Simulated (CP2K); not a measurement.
The system is Pd.

```
Pd
1.0
     2.75277    0.00000    0.00000
     1.37638    2.38397    0.00000
     1.37638    0.79466    2.24762
Pd
1
Direct
  0.00000 0.00000 0.00000
```

Base run:

| Quantity | Value |
| --- | --- |
| Program | CP2K 2026.2 |
| Functional | rev-vdW-DF2 |
| Potentials or basis | POTENTIAL_UZH Pd GTH-PBE-q18; TZVP-MOLOPT-PBE-GTH basis |
| Density cutoff | 10204 eV |
| k mesh | 12 × 12 × 12 |
| Occupations | fermi-dirac, width 0.05 eV |
| Spin | no spin polarisation |

Its results: band gap on the k mesh none (metal or under the smearing width); pressure 4.8 GPa.

Question: After a change of settings the same cell gave: band gap on the k mesh none (metal or under the smearing width); pressure 9.0 GPa. Which change was it?
A. functional from rev-vdW-DF2 to PBE
B. functional from rev-vdW-DF2 to LDA
C. functional from rev-vdW-DF2 to PBEsol
D. functional from rev-vdW-DF2 to vdW-DF2

Answer: A.

Caveats: the basis of atomic orbitals isn't converged, which shifts pressures, moduli and gaps; the potentials were made for another functional, which shifts forces and pressure (some runs).
